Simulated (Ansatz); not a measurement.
# CuO: the cost of one run

Method: DFT r2SCAN+U, scalar-relativistic, plane waves, PAW, in Ansatz 0.2.0.

### 1 The starting structure

It takes space group C2/c (No. 15, monoclinic). The conventional cell has a = 4.684 Å, b = 3.423 Å, c = 5.129 Å, α = 90.00°, β = 99.54°, γ = 90.00°. Around Cu (site symmetry -1) lie 4 O at 1.95 to 1.96 Å. O (site symmetry 2) has 4 Cu at 1.95 to 1.96 Å as nearest neighbours.

Coordinates:

```cif
data_structure
_symmetry_space_group_name_H-M 'C2/c'
_symmetry_Int_Tables_number 15
_cell_length_a 4.6840
_cell_length_b 3.4230
_cell_length_c 5.1290
_cell_angle_alpha 90.000
_cell_angle_beta 99.540
_cell_angle_gamma 90.000
_cell_volume 81.10
loop_
_atom_site_label
_atom_site_type_symbol
_atom_site_symmetry_multiplicity
_atom_site_Wyckoff_symbol
_atom_site_fract_x
_atom_site_fract_y
_atom_site_fract_z
_atom_site_occupancy
Cu1 Cu 4 d 0.75000 0.75000 0.50000 1
O1 O 4 e 0.50000 0.91840 0.75000 1
```

The structure rests on an entry of the Crystallography Open Database; cell or positions may have been set otherwise for this series.

### 2 Single point: CuO

Input file input.yaml:

```yaml
crystal:
  lattice:
    - [9.368, 0.0, 0.0]
    - [0.0, 3.423, 0.0]
    - [-1.700121148, 0.0, 10.1161332574]
  atoms:
    - { symbol: Cu, position: [0.125, 0.25, 0.0], spin: 1.0 }
    - { symbol: Cu, position: [0.125, 0.25, 0.5], spin: -1.0 }
    - { symbol: Cu, position: [0.625, 0.25, 0.0], spin: -1.0 }
    - { symbol: Cu, position: [0.625, 0.25, 0.5], spin: 1.0 }
    - { symbol: Cu, position: [0.375, 0.75, 0.0], spin: -1.0 }
    - { symbol: Cu, position: [0.375, 0.75, 0.5], spin: 1.0 }
    - { symbol: Cu, position: [0.875, 0.75, 0.0], spin: 1.0 }
    - { symbol: Cu, position: [0.875, 0.75, 0.5], spin: -1.0 }
    - { symbol: Cu, position: [0.125, 0.75, 0.25], spin: 1.0 }
    - { symbol: Cu, position: [0.125, 0.75, 0.75], spin: -1.0 }
    - { symbol: Cu, position: [0.625, 0.75, 0.25], spin: -1.0 }
    - { symbol: Cu, position: [0.625, 0.75, 0.75], spin: 1.0 }
    - { symbol: Cu, position: [0.375, 0.25, 0.25], spin: 1.0 }
    - { symbol: Cu, position: [0.375, 0.25, 0.75], spin: -1.0 }
    - { symbol: Cu, position: [0.875, 0.25, 0.25], spin: -1.0 }
    - { symbol: Cu, position: [0.875, 0.25, 0.75], spin: 1.0 }
    - { symbol: O, position: [0.0, 0.4184, 0.125] }
    - { symbol: O, position: [0.0, 0.4184, 0.625] }
    - { symbol: O, position: [0.5, 0.4184, 0.125] }
    - { symbol: O, position: [0.5, 0.4184, 0.625] }
    - { symbol: O, position: [0.25, 0.9184, 0.125] }
    - { symbol: O, position: [0.25, 0.9184, 0.625] }
    - { symbol: O, position: [0.75, 0.9184, 0.125] }
    - { symbol: O, position: [0.75, 0.9184, 0.625] }
    - { symbol: O, position: [0.0, 0.5816, 0.375] }
    - { symbol: O, position: [0.0, 0.5816, 0.875] }
    - { symbol: O, position: [0.5, 0.5816, 0.375] }
    - { symbol: O, position: [0.5, 0.5816, 0.875] }
    - { symbol: O, position: [0.25, 0.0816, 0.375] }
    - { symbol: O, position: [0.25, 0.0816, 0.875] }
    - { symbol: O, position: [0.75, 0.0816, 0.375] }
    - { symbol: O, position: [0.75, 0.0816, 0.875] }
magnetization:
  spin_polarized: true
scf:
  occupations: { method: gaussian, width: 0.02 }
output:
  forces: true
  stress: true
  populations: true
  write_density: true
  write_potential: true
  elf: true
  volumetric_format: npy
hamiltonian:
  hubbard: { sites: [{ species: Cu, l: d, u_eff: 4.0 }] }
  xc: r2scan
kpoints:
  mp_grid: { grid: [2, 6, 2] }
```

Run with:

```console
$ ansatz run input.yaml --threads 4 --pin off --max-ram 12288MiB --backend cpu --events-out ev --progress --plain --runs-dir out
```

Q: Estimate wall time and peak memory on 4 threads of Intel Xeon Platinum 8259CL at 2.50GHz (Skylake/Cascade Lake), shared host.

About 3.4 min, with a peak of 4.6 GiB.
